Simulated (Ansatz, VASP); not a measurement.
**MgS (Niningerite): VASP beside Ansatz**

Contents of INCAR:

```
SYSTEM = MgS
ALGO = Normal ; EDIFF = 1E-7
ENCUT = 520 ; GGA = PS
ISIF = 2 ; ISMEAR = -1
LASPH = .TRUE. ; LCHARG = .FALSE.
LREAL = .FALSE. ; LWAVE = .FALSE.
NBANDS = 11 ; NELM = 80
PREC = Accurate ; SIGMA = 0.05
```

Contents of KPOINTS:

```
k-points
0
G
  9 9 9
  0 0 0
```

POSCAR

```
MgS
1.0
    0.0000000000      2.6016500000      2.6016500000
    2.6016500000      0.0000000000      2.6016500000
    2.6016500000      2.6016500000      0.0000000000
S Mg
1 1
Direct
    0.5000000000      0.5000000000      0.5000000000
    0.0000000000      0.0000000000      0.0000000000
```

Contents of input.yaml:

```yaml
crystal:
  lattice:
    - [0.0, 2.60165, 2.60165]
    - [2.60165, 0.0, 2.60165]
    - [2.60165, 2.60165, 0.0]
  atoms:
    - { symbol: S, position: [0.5, 0.5, 0.5] }
    - { symbol: Mg, position: [0.0, 0.0, 0.0] }
hamiltonian:
  xc: pbesol
  pseudopotentials: { kind: paw }
kpoints:
  mp_grid: { grid: [9, 9, 9] }
scf:
  occupations: { method: fermi_dirac, width: 0.05 }
output:
  forces: true
  stress: true
  eigenvalues: true
```

Alike in both runs: task single point; functional PBEsol; k mesh 9 × 9 × 9; occupations fermi-dirac, width 0.05 eV; no spin polarisation.

```csv
,VASP,Ansatz
version,VASP 6.6.1,Ansatz 0.2.0
potentials or method,"VASP PAW PBE potentials, release 64 (S, Mg)",Ansatz PAW
plane-wave cutoff (eV),520,420
valence electrons in the cell,8,16
```

```csv
,VASP,Ansatz,Ansatz less VASP
gap on the k mesh at the Fermi level (eV),2.83,2.83,-0.003
least direct gap on the mesh (eV),3.59,3.59,+0.001
pressure (GPa),-1.1,-0.9,+0.20
```

The two sets of potentials don't hold the same shells in valence.

Caveats: the PAW data sets were made with another functional, which shifts forces and pressure a little (VASP); an odd mesh through Γ misses points on the zone boundary, where band edges often lie (VASP); odd divisions of the mesh miss points on the zone boundary, where band edges often lie, so the gap on the mesh can be too wide (Ansatz); the PAW data sets come from PBE, with cores solved anew for the run's functional, which leaves a small shift of forces and pressure (Ansatz). Expect the measured gap to be larger: semilocal functionals such as PBEsol lack the derivative discontinuity.
